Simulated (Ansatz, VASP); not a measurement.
## One calculation of TiC, two programs

```xyz
2
Lattice="3.0421 0.0000 0.0000 -1.5210 2.6345 0.0000 0.0000 0.0000 2.6980" Properties=species:S:1:pos:R:3 pbc="T T T"
Ti    0.0000    0.0000    1.3490
C     0.0000    1.7564    0.0000
```

The cell was built by a generator and needn't be a form met in nature.

Alike in both runs: task single point; functional PBE; k mesh 10 × 10 × 10; occupations gaussian, width 0.024 eV; no spin polarisation.

|  | VASP | Ansatz |
| --- | --- | --- |
| version | VASP 6.6.1 | Ansatz 0.2.0 |
| potentials or method | VASP PAW PBE potentials, release 64 (Ti_sv, C) | Ansatz PAW |
| plane-wave cutoff (eV) | 520 | 420 |
| valence electrons in the cell | 16 | 16 |

|  | VASP | Ansatz | Ansatz less VASP |
| --- | --- | --- | --- |
| gap on the k mesh at the Fermi level (eV) | none | none | - |
| pressure (GPa) | 0.3 | 0.1 | -0.17 |
| largest component of the traceless stress (GPa) | 0.10 | 0.11 | +0.010 |

A gap of «none» marks a metal or a gap that the smearing closes.
